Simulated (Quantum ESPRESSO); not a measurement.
## Sb in Quantum ESPRESSO: the effect of strain

The system is Sb.

```
Sb
1.0
     2.99751    0.00000    0.00000
     0.00000    4.34752    0.00000
    -0.03736    0.00000    4.40585
Sb
2
Direct
  0.01139 0.25000 0.24117
  0.98861 0.75000 0.75883
```

This isn't the form of Sb at room conditions, which is rhombohedral.

Alike in all runs:

| Property | Result |
| --- | --- |
| Program | Quantum ESPRESSO 7.5 |
| Task | relaxation of the atoms |
| Functional | PBEsol |
| Potentials or basis | GBRV 1.5 PBEsol |
| Cutoff | 612 eV |
| Density cutoff | 4898 eV |
| k mesh | 6 × 4 × 4 |
| Occupations | fermi-dirac, width 0.05 eV |
| Spin | no spin polarisation |
| Kind of strain | uniaxial_x |
| Mixing beta | 0.5 |
| Most SCF iterations | 120 |
| SCF threshold | 4e-10 Ry |
| Most ionic steps | 40 |
| Forc conv thr | 0.0004 Ry/bohr |
| Etot conv thr | 1e-05 Ry |

Each run relaxes the cell or the atoms first.

```tsv
strain	pressure (GPa)
-0.04	?
-0.02	-0.9
-0.01	-1.5
0	-2.1
0.01	-2.6
0.02	-3.0
0.04	-3.8
```

What does the run with strain -0.04 give?

Pressure 0.5 GPa.

Worked out: A parabola through the other rows of the pressure, of slope -74.3 GPa per unit of strain there, extrapolates to 0.5 GPa, against the run's 0.5.

Caveats: all runs use coarse meshes.
